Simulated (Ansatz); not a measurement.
**AlN (P6_3mc), random displacements**

All numbers below come from DFT PBE, scalar-relativistic, plane waves, PAW (Ansatz). Cutoff 420 eV, Γ-centred 12×12×6 k-points, Gaussian smearing of 0.05 eV. No spin polarisation. Energies are free energies at this smearing, counted from the undisturbed cell; pressure is positive in compression.

Reference structure (relaxed at this level):

```
Al N
1.0
     3.13024    0.00000    0.00000
    -1.56512    2.71087    0.00000
     0.00000    0.00000    5.01798
Al N
2 2
Direct
  0.33333 0.66667 0.00173
  0.66667 0.33333 0.50173
  0.33333 0.66667 0.38327
  0.66667 0.33333 0.88327
```

The atoms are displaced (Å, in the unstrained cell):

```tsv
atom	ux	uy	uz
Al1	0.080	-0.070	0.135
Al2	-0.166	0.177	-0.142
N3	0.082	0.115	-0.038
N4	0.005	-0.221	0.044
```

Strain (Voigt, engineering shear): (0.0069, -0.0140, 0.0047, 0.0030, 0.0008, 0.0042).

Problem. What are the energy change, the stress and the forces?

Solution. ΔE = 422.1 meV/atom; stress (xx, yy, zz, yz, xz, xy; compression positive) (10.35, 16.56, 11.65, -9.15, 8.67, -15.16) GPa; gap on the mesh 2.89 eV.
| atom | Fx (eV/Å) | Fy | Fz |
| --- | --- | --- | --- |
| Al1 | -0.68 | -2.06 | -4.16 |
| Al2 | 5.88 | -3.46 | 4.20 |
| N3 | -5.32 | 2.28 | 0.76 |
| N4 | 0.13 | 3.24 | -0.79 |

Cost: 1 run of about 0.27 core-minutes, on AMD EPYC 7R43 (Zen 3) (shared hosts).